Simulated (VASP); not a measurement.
# Sb (Immm) in VASP: single point with r2SCAN

Aim: the single point of Sb with r2SCAN.

All numbers are computed with VASP 6.6.1; they aren't measurements. Logs are shortened: lines on timing, memory, paths and dates and some standing lists are left out, and cuts for length are marked.

### Step 1. The cell of the first run

It takes space group Immm (No. 71, orthorhombic). The conventional cell has a = 3.556 Å, b = 3.743 Å, c = 3.930 Å, α = 90.00°, β = 90.00°, γ = 90.00°. Around Sb (site symmetry mmm) lie 10 Sb at 3.24 to 3.56 Å.

This isn't the form of Sb at room conditions, which is rhombohedral.

### Step 2. Single point, r2SCAN (strain -0.0500 x Voigt [1, -1, 0, 0, 0, 0], atoms carried along)

Input file POSCAR:

```
Sb
1.0
   -1.7777738420      1.9649079306      1.8713408863
    1.7777738420     -1.9649079306      1.8713408863
    1.7777738420      1.9649079306     -1.8713408863
Sb
1
Direct
    0.0000000000      0.0000000000      0.0000000000
```

Input file INCAR.step1:

```
SYSTEM = Sb
ALGO     = Normal         ! electronic algorithm
EDIFF    = 1E-4           ! SCF threshold, eV
ENCUT    = 520            ! plane-wave cutoff, eV
GGA      = PE             ! functional
ISMEAR   = 0              ! smearing method
LASPH    = .TRUE.         ! aspherical terms in the spheres
LCHARG   = .FALSE.        ! write CHGCAR
LREAL    = .FALSE.        ! projectors in reciprocal space
LWAVE    = .TRUE.         ! write WAVECAR
NBANDS   = 8              ! bands
NELM     = 100            ! most SCF steps
PREC     = Accurate       ! precision mode
SIGMA    = 0.15           ! smearing width, eV
```

Input file INCAR.step2:

```
SYSTEM = Sb
ALGO     = Normal         ! electronic algorithm
EDIFF    = 1E-6           ! SCF threshold, eV
ENCUT    = 520            ! plane-wave cutoff, eV
ISIF     = 2              ! what is computed and relaxed
ISMEAR   = 0              ! smearing method
ISTART   = 1            
LASPH    = .TRUE.         ! aspherical terms in the spheres
LCHARG   = .FALSE.        ! write CHGCAR
LMIXTAU  = .TRUE.       
LREAL    = .FALSE.        ! projectors in reciprocal space
LWAVE    = .FALSE.        ! write WAVECAR
METAGGA  = R2SCAN         ! meta-GGA
NBANDS   = 8              ! bands
NELM     = 100            ! most SCF steps
PREC     = Accurate       ! precision mode
SIGMA    = 0.15           ! smearing width, eV
```

Input file KPOINTS:

```
k-points
0
G
  18 18 18
  0 0 0
```

Potentials or basis: VASP PAW PBE potentials, release 64 (Sb).

On the command line:

```sh
$ cat potpaw_PBE.64/Sb/POTCAR > POTCAR
$ cp INCAR.step1 INCAR
$ mpirun -np 1 vasp_std > vasp.out
$ cp INCAR.step2 INCAR
$ mpirun -np 1 vasp_std > vasp.out
```

OUTCAR:

```text
SYSTEM = Sb
   EDIFF = 1E-6
   ENCUT = 520
   ISIF = 2
   ISMEAR = 0
   ISTART = 1
   LASPH = .TRUE.
   LREAL = .FALSE.
   METAGGA = R2SCAN
   NELM = 100
   PREC = Accurate

 ion  position               nearest neighbor table
   1  0.000  0.000  0.000-

  LATTYP: Found a body centered orthorhombic cell.
 ALAT       =     3.5555476840
 B/A-ratio  =     1.0526315789
 C/A-ratio  =     1.1052631579

  Lattice vectors:

 A1 = (  -1.7777738420,  -1.9649079306,   1.8713408863)
 A2 = (   1.7777738420,  -1.9649079306,  -1.8713408863)
 A3 = (   1.7777738420,   1.9649079306,   1.8713408863)

Analysis of symmetry for initial positions (statically):
=====================================================================
 Subroutine PRICEL returns:
 Original cell was already a primitive cell.

 Routine SETGRP: Setting up the symmetry group for a
 body centered orthorhombic supercell.

 Subroutine GETGRP returns: Found  8 space group operations
 (whereof  8 operations were pure point group operations)
 out of a pool of  8 trial point group operations.

The static configuration has the point symmetry D_2h.

Analysis of symmetry for dynamics (positions and initial velocities):
=====================================================================
 Subroutine PRICEL returns:
 Original cell was already a primitive cell.

 Routine SETGRP: Setting up the symmetry group for a
 body centered orthorhombic supercell.

 Subroutine GETGRP returns: Found  8 space group operations
 (whereof  8 operations were pure point group operations)
 out of a pool of  8 trial point group operations.

The dynamic configuration has the point symmetry D_2h.

 Subroutine INISYM returns: Found  8 space group operations
 (whereof  8 operations are pure point group operations),
 and found     1 'primitive' translations

----------------------------------------------------------------------------------------

                                     Primitive cell

  volume of cell :      26.1476

  direct lattice vectors                    reciprocal lattice vectors
    -1.777773842  1.964907931  1.871340886     0.000000000  0.254464849  0.267188092
     1.777773842 -1.964907931  1.871340886     0.281250623  0.000000000  0.267188092
     1.777773842  1.964907931 -1.871340886     0.281250623  0.254464849  0.000000000

  length of vectors
     3.243957417  3.243957417  3.243957417     0.368974031  0.387932196  0.379281257

  position of ions in fractional coordinates (direct lattice)
[... 80 lines left out ...]
   NSW    =      0    number of steps for IOM
   IBRION =     -1    ionic relax: 0-MD 1-quasi-New 2-CG
   NFREE  =      0    steps in history (QN), initial steepest desc. (CG)
   ISIF   =      2    stress and relaxation
   ISYM   =      2    0-nonsym 1-usesym 2-fastsym
   POTIM  = 0.5000    time-step for ionic-motion
   TEBEG  =    0.0;   TEEND  =   0.0 temperature during run
   PSTRESS=    0.0 pullay stress
   NELECT =       5.0000    total number of electrons
   NUPDOWN=      -1.0000    fix difference up-down
   EMIN   =  10.00;   EMAX   =-10.00  energy-range for DOS
   EFERMI =   0.00;   METHOD = LEGACY
   ISMEAR =     0;   SIGMA  =   0.15  broadening in eV -4-tet -1-fermi 0-gaus
   EFERMI_NEDOS =   21; number of points for ismear=-14 and -15
   IALGO  =     38    algorithm
   IMIX   =      4    mixing-type and parameters
     AMIX     =   0.40;   BMIX     =  1.00
     AMIX_MAG =   1.60;   BMIX_MAG =  1.00
  volume/ion in A,a.u.               =      26.15       176.45
  Fermi-wavevector in a.u.,A,eV,Ry     =   0.943165  1.782323 12.103199  0.889560
  Thomas-Fermi vector in A             =   2.070846
   LORBIT       =      0    0 simple, 1 ext, 2 COOP (PROOUT), +10 PAW based schemes
   METAGGA = R2SCAN    functional components
   LHFCALC =     F    Hartree Fock is set to
   AEXX    =    0.0000 exact exchange contribution
   IVDW    =     0    specifies the selected vdW correction
   LEPSILON=     F    determine dielectric tensor
   LRPA    =     F    only Hartree local field effects (RPA)
 non-spin polarized calculation
 Gauss-broadening in eV      SIGMA  =   0.15
  energy-cutoff  :      520.00
  volume of cell :       26.15
 maximum number of plane-waves:       725
   NGX = 13   NGY = 13   NGZ = 13

 number of electron       5.0000000 magnetization

 Free energy of the ion-electron system (eV)
  ---------------------------------------------------
  ext. energy  EPLUGINS =         0.00000000
  ---------------------------------------------------
  free energy    TOTEN  =       -25.32970230 eV

  energy without entropy =      -25.32293385  energy(sigma->0) =      -25.32631807

 E-fermi :   8.7994     XC(G=0): -10.9231

 val. band max:        8.7940836038   @ k =  -0.1667  -0.2778   0.0556
 cond. band min:       8.8062511791   @ k =   0.3333  -0.3333   0.2222
 fundamental gap:      0.0121675753
 Fermi energy:         8.7994348905

 k-point     1 :       0.0000    0.0000    0.0000
  band No.  band energies     occupation
      1      -4.9348      2.00000
      2      14.5715      0.00000
      3      14.6312      0.00000
      4      15.1171      0.00000
      5      19.0343      0.00000
      6      19.9905      0.00000
      7      20.7509      0.00000
      8      20.8963      0.00000
[... 243 lines left out ...]
 k-point    24 :      -0.2778    0.0556    0.0000
  band No.  band energies     occupation
      1      -3.5579      2.00000
      2       8.1340      2.00000
      3      12.2529      0.00000
      4      14.0092      0.00000
      5      17.8442      0.00000
      6      18.3366      0.00000
      7      20.3822      0.00000
      8      21.4267      0.00000

 [... further k-points ...]

------------------------ aborting loop because EDIFF is reached ----------------------------------------

  FORCE on cell =-STRESS in cart. coord.  units (eV):
  Direction    XX          YY          ZZ          XY          YZ          ZX
  --------------------------------------------------------------------------------------
  -------------------------------------------------------------------------------------
  Total        0.6373820      0.0412900      0.3687449      0.0000000      0.0000000     -0.0000000
  in kB       39.0551909      2.5300207     22.5946162      0.0000000      0.0000000     -0.0000000
  external PRESSURE =      21.3932759 kB  Pullay stress =       0.0000000 kB

 VOLUME and BASIS-vectors are now :
 -----------------------------------------------------------------------------
  energy-cutoff  :      520.00
  volume of cell :       26.15
      direct lattice vectors                 reciprocal lattice vectors
    -1.777773842  1.964907931  1.871340886     0.000000000  0.254464849  0.267188092
     1.777773842 -1.964907931  1.871340886     0.281250623  0.000000000  0.267188092
     1.777773842  1.964907931 -1.871340886     0.281250623  0.254464849  0.000000000

 POSITION                                       TOTAL-FORCE (eV/Angst)
 -----------------------------------------------------------------------------------
      0.00000      0.00000      0.00000         0.000000     -0.000000      0.000000
 -----------------------------------------------------------------------------------
    total drift:                               -0.000000     -0.000000      0.000000

  FREE ENERGIE OF THE ION-ELECTRON SYSTEM (eV)
  ---------------------------------------------------
  free  energy   TOTEN  =       -25.3297022969 eV

  energy  without entropy=      -25.3229338526  energy(sigma->0) =      -25.32631807
```

OUTCAR.step1:

```text
SYSTEM = Sb
   EDIFF = 1E-4
   ENCUT = 520
   GGA = PE
   ISMEAR = 0
   LASPH = .TRUE.
[... 484 lines left out ...]
 -----------------------------------------------------------------------------------
      0.00000      0.00000      0.00000         0.000000      0.000000      0.000000
 -----------------------------------------------------------------------------------
    total drift:                                0.000000      0.000000      0.000000

  FREE ENERGIE OF THE ION-ELECTRON SYSTEM (eV)
  ---------------------------------------------------
  free  energy   TOTEN  =        -3.8904782757 eV

  energy  without entropy=       -3.8832849886  energy(sigma->0) =       -3.88688163
```

Wall time 2.1 min (1 thread of Intel Xeon 6975P-C (Granite Rapids), shared host); peak memory 0.29 GiB.

What came out:

| Property | Result |
| --- | --- |
| Free energy | -25.3297 eV |
| Pressure | 2.1 GPa |
| Band gap on the k mesh | none (metal or under the smearing width) |

Levels at points of the mesh, in eV from the Fermi level:
```
           k point  band 1  band 2  band 3  band 4  band 5  band 6  band 7
(0.00, 0.00, 0.00)  -13.73    5.77    5.83    6.32   10.23   11.19   11.95
(0.50, 0.00, 0.00)   -9.56   -6.22    2.44    4.96    7.81    8.17   13.31
(0.00, 0.50, 0.00)   -8.90   -5.98    1.23    3.25    6.47    6.53   15.84
(0.50, 0.50, 0.00)   -9.18   -6.11    1.77    4.05    7.11    7.27   13.88
(0.50, 0.50, 0.50)   -5.67   -3.18   -2.31   -1.25    3.04    3.73   18.41
```

Caveat: the PAW data sets were made with another functional, which shifts forces and pressure a little.
